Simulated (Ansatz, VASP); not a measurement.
Given: the input of a run of VASP 6.6.1 on Zr3S2.

File INCAR:

```
SYSTEM = Zr3S2
  PREC = Accurate
  ENCUT = 520
  EDIFF = 1E-7
  ISMEAR = -1
  SIGMA = 0.05
  LREAL = .False.
  LASPH = .True.
  NELM = 80
  ALGO = Normal
  ISIF = 2
  LWAVE = .False.
  LCHARG = .False.
  GGA = PE
  NBANDS = 32
```

KPOINTS

```
regular mesh
0
Gamma
  6 6 6
  0 0 0
```

POSCAR

```
Zr3S2
1.0
    2.9025379727      1.6757810799      3.4877732718
   -2.9025379727      1.6757810799      3.4877732718
    0.0000000000     -3.3515621597      3.4877732718
Zr S
3 2
Direct
    0.8451640000      0.4957590000      0.1468560000
    0.4962570000      0.1619030000      0.8477010000
    0.1402330000      0.8567920000      0.4974680000
    0.6568480000      0.6643250000      0.6612470000
    0.3326670000      0.3457420000      0.3378430000
```

Potentials or basis: VASP PAW PBE potentials, release 64 (Zr_sv, S).

Launch:

```bash
$ cat potpaw_PBE.64/Zr_sv/POTCAR potpaw_PBE.64/S/POTCAR > POTCAR
$ mpirun -np 1 vasp_std > vasp.out
```

Q: Translate it to Ansatz 0.2.0. Potentials there: Ansatz PAW.

A: As run (the cutoff follows the program's own potentials):

Contents of input.yaml:

```yaml
crystal:
  lattice:
    - [2.9025379727, 1.6757810799, 3.4877732718]
    - [-2.9025379727, 1.6757810799, 3.4877732718]
    - [0.0, -3.3515621597, 3.4877732718]
  atoms:
    - { symbol: Zr, position: [0.845164, 0.495759, 0.146856] }
    - { symbol: Zr, position: [0.496257, 0.161903, 0.847701] }
    - { symbol: Zr, position: [0.140233, 0.856792, 0.497468] }
    - { symbol: S, position: [0.656848, 0.664325, 0.661247] }
    - { symbol: S, position: [0.332667, 0.345742, 0.337843] }
hamiltonian:
  xc: pbe
  pseudopotentials: { kind: paw }
kpoints:
  mp_grid: { grid: [6, 6, 6] }
scf:
  occupations: { method: fermi_dirac, width: 0.05 }
output:
  forces: true
  stress: true
  eigenvalues: true
```

Potentials or basis: Ansatz PAW.

The run is started by

```console
$ ansatz run input.yaml --threads 2 --pin off --max-ram 5120MiB --backend cpu --events-out ev --progress --plain --runs-dir out
```

Both were run:

|  | VASP | Ansatz | Ansatz less VASP |
| --- | --- | --- | --- |
| gap on the k mesh at the Fermi level (eV) | none | none | - |
| pressure (GPa) | -1.4 | -1.5 | -0.02 |
| largest component of the traceless stress (GPa) | 0.70 | 0.68 | -0.013 |
| rms of the force components (eV/Å) | 0.348 | 0.349 | +0.0004 |

Atom by atom the forces differ by 0.001 eV/Å (rms over components). A gap of «none» marks a metal or a gap that the smearing closes.
